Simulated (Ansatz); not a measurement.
# PbSe (Clausthalite): the cost of one run

Computed with the Python package of Ansatz 0.2.0. The levels of theory stand in the script.

### 1 The system

It takes space group Fm-3m (No. 225, cubic). Conventional cell: a = 6.121 Å, b = 6.121 Å, c = 6.121 Å, α = 90.00°, β = 90.00°, γ = 90.00°. Around Pb (site symmetry m-3m) lie 6 Se at 3.06 Å. Se (site symmetry m-3m) is surrounded by 6 Pb at 3.06 Å.

No structure file is read: the coordinates are typed or built in the script.

### 2 The script

File soc_pbse.py:

```python
"""What spin-orbit coupling does to the bands of PbSe."""

from dataclasses import dataclass
import warnings

import ansatz as az


@dataclass(frozen=True)
class Settings:
    xc: str = "pbesol"
    mixing_beta: float = 0.3
    filling: str = "fixed"
    extra_bands: int = 8


opts = Settings()


def main() -> None:
    warnings.simplefilter("ignore", az.DeckWarning)

    cell = (
        az.Lattice.from_parameters(4.328413, 4.328413, 4.328413, alpha=60.0, beta=60.0, gamma=60.0)
        .atom("Pb", (0.0, 0.0, 0.0))
        .atom("Se", (0.5, 0.5, 0.5))
    )

    calculation = (
        cell.calculation()
        .eigensolver("davidson", full_accuracy=True)
        .functional(opts.xc)
        .mixing("msr1", beta=opts.mixing_beta)
        .kpoints(3, center="monkhorst-pack")
        .accuracy("low")
        .basis(31 * az.Ry, xc_grid=2)
        .occupations(opts.filling)
        .scf(extra_bands=opts.extra_bands)
        .band_table()
    )
    for label, variant in (("scalar-relativistic", calculation), ("spin-orbit", calculation.spin(soc=True))):
        summary = variant.run().report
        zero = summary["band_edges_ev"][0] if summary.get("band_edges_ev") else summary["fermi_energy_ev"]
        near = [round(e - zero, 3) for e in summary["eigenvalues_ev"][0] if abs(e - zero) < 2]
        print(label)
        print("  band edges (eV):", [round(e, 3) for e in summary.get("band_edges_ev") or []] or "none reported")
        print("  levels at k =", summary["kpoints_frac"][0], "within 2 eV of the zero:", near)


if __name__ == "__main__":
    main()
```

### 3 What the engine is handed

The engine receives this input (first run):

```yaml
crystal:
  lattice:
    a: 4.328413
    b: 4.328413
    c: 4.328413
    alpha: 60.0
    beta: 60.0
    gamma: 60.0
  atoms:
    - { symbol: Pb, position: [0.0, 0.0, 0.0] }
    - { symbol: Se, position: [0.5, 0.5, 0.5] }
accuracy: low
basis:
  ecutwfc: 421.77648681281397
  xc_grid: 2
kpoints:
  mp_grid:
    grid: [3, 3, 3]
    shift: [0.0, 0.0, 0.0]
hamiltonian:
  xc: pbesol
scf:
  n_extra_bands: 8
  mixing:
    algorithm: msr1
    beta: 0.3
  occupations:
    method: fixed
  eigensolver:
    kind: davidson
    full_accuracy: true
output:
  eigenvalues: true
```

### 4 The run

Command:

```
$ python soc_pbse.py
```

What time and memory should one allow on 1 thread of Arm Neoverse V1, shared host?

About 10 s, with a peak of 0.48 GiB.
